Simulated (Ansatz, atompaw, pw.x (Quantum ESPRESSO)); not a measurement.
## lithium (Li) (diamond): variants of one PAW (atompaw) potential in the solid

atompaw 4.2.0.5 input, output lines left out:

```
Li 3
GGA-PBE scalarrelativistic loggrid 1500 logderivrange -2 5 176
2 2 0 0 0 0
2 0 1
2 1 0
0 0 0
c
v
v
2
3.00 2.15 2.75 2.75
y
0.65
n
y
0.45
n
y
0.35
y
2.9
n
custom polynom2 7 10 vanderbiltortho sinc
bessel
3.00
3.00
3.00
3.00
3.00
3.00
```

Crystal test: diamond Li in pw.x 7.5, no spin, 8³ k-points, Fermi–Dirac smearing 0.01 Ry, cutoffs set for each file from its atomic test. The reference is all-electron LAPW (Ansatz 0.2.0) with the same functional, mesh and smearing; V0 and B0 come from Birch–Murnaghan fits to the pressures at five volumes. Errors are pseudo minus all-electron; Δ is the rms difference of the E(V) curves that follow from these fits, minima aligned, over ±6 % about the mean V0. Mesh and smearing are coarse, so the numbers serve the comparison and aren't converged zero-temperature values; the lattice is a test structure that the element need not adopt.

All-electron: a0 = 5.932 Å (V0 = 26.09 Å³/atom), B0 = 5.4 GPa.

Base: The largest radius (3.00 bohr) exceeds half the bond length (2.43 bohr), so the spheres overlap, which is one possible source of error among others. This is a poor potential for the solid.

A dash in a converged row means that the minimum lies outside the volumes sampled.

| change | cutoffs (Ry) | pw.x | a0 (Å) | a0 error (%) | B0 error (%) | Δ (meV/atom) | mean pressure error (GPa) |
| --- | --- | --- | --- | --- | --- | --- | --- |
| base | 40/400 | converged | 5.959 | +0.47 | +5.8 | 0.5 | +0.08 |
| all radii scaled by about 1.31 (s 3.92, p 3.92, d 3.92 bohr); local potential bessel scheme, radius 3.60 bohr; augmentation sinc compensation charge, radius 2.80 bohr; PAW radius 3.92 bohr; waves and projectors: custom polynom2 7 10 vanderbiltortho; core correction smooth core density matched at 3.60 bohr | 40/400 | converged | – | – | – | – | +1.07 |
| augmentation sinc compensation charge, radius 2.42 bohr; PAW radius 3.00 bohr; waves and projectors: custom polynom2 7 10 vanderbiltortho | 40/400 | converged | 5.959 | +0.47 | +5.8 | 0.5 | +0.08 |
| local potential vpsmatchnc scheme with l = 3 at 0 Ry, radius 2.75 bohr | 40/400 | converged | 5.958 | +0.45 | +5.5 | 0.4 | +0.08 |
| core correction smooth core density matched at 1.86 bohr | 40/400 | converged | 5.955 | +0.40 | +5.2 | 0.4 | +0.07 |
| local potential bessel scheme, radius 1.94 bohr | 40/400 | converged | 5.962 | +0.51 | +6.0 | 0.5 | +0.09 |
